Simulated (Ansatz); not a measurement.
# CuO: strain energy, fitted

CuO, Cccm, a = 4.183 Å, b = 4.200 Å, c = 5.173 Å. This isn't the usual stable structure of the compound. Ansatz: PBE+U, PAW, 420 eV, Γ-centred 8×8×8 mesh on 8 atoms, Gaussian smearing 0.10 eV; U_eff Cu 4.00 eV; no spin polarisation. Series: biaxial strain in the a-b plane, c and atoms relaxed; x is the strain in per cent. The axes a, b, c are those of the computed cell (4.200, 4.183, 5.173 Å), along [0 1 0], [1 0 0], [0 0 -1] of the cell named above. y is the free energy over the unstrained cell, V0 = 11.359 Å³/atom.

```tsv
x (%)	y (meV/atom)
-4.5	?
-3.0	11.08
-1.5	2.74
0.0	0.00
1.5	2.67
3.0	10.56
4.5	23.45
```

Problem. Fit y = c2 x² + c3 x³ to the other rows, turn c2 into a modulus, and predict the missing energy.

Solution. Least squares on the rows shown. y = 1.2020 x² − 0.0097537 x³. In eV per unit strain² c2 is 12.02; M is the biaxial modulus (E = M V0 ε²): 12.02 × 160.2 / (11.359) = 170 GPa. At x = -4.5 the fit asked for gives 25.23 meV/atom. The run gave 25.33 meV/atom, so the fit is 0.10 meV/atom too low, a small miss on the scale of the series.

Spin polarisation was left out, and a magnetic state may lie lower.